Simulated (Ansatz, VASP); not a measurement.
**One calculation of N, two programs**

```xyz
1
Lattice="0.0000 1.4761 1.5538 1.4761 0.0000 1.5538 1.4761 1.4761 0.0000" Properties=species:S:1:pos:R:3 pbc="T T T"
N     0.0000    0.0000    0.0000
```

Change from the starting cell: strain -0.050 along x and y, +0.000 along z, atoms carried along.

Alike in both runs: task single point; functional PBE; dispersion D3(BJ); k mesh 26 × 26 × 26; occupations gaussian, width 0.15 eV; no spin polarisation.

|  | VASP | Ansatz |
| --- | --- | --- |
| version | VASP 6.6.1 | Ansatz 0.2.0 |
| potentials or method | VASP PAW PBE potentials, release 64 (N) | scalar-relativistic, plane waves, PAW |
| plane-wave cutoff (eV) | 520 | 420 |
| valence electrons in the cell | 5 | 5 |

```tsv
	VASP	Ansatz	Ansatz less VASP
gap on the k mesh at the Fermi level (eV)	none	none	-
pressure (GPa)	22.9	23.2	+0.26
largest component of the traceless stress (GPa)	14.66	14.69	+0.030
```

A gap of «none» marks a metal or a gap that the smearing closes.

Caveats: so large a pressure means that the cell lies far from this level's equilibrium, or that cutoff or potentials fall short (VASP); pairwise dispersion overbinds metals, which lowers pressure and volume.
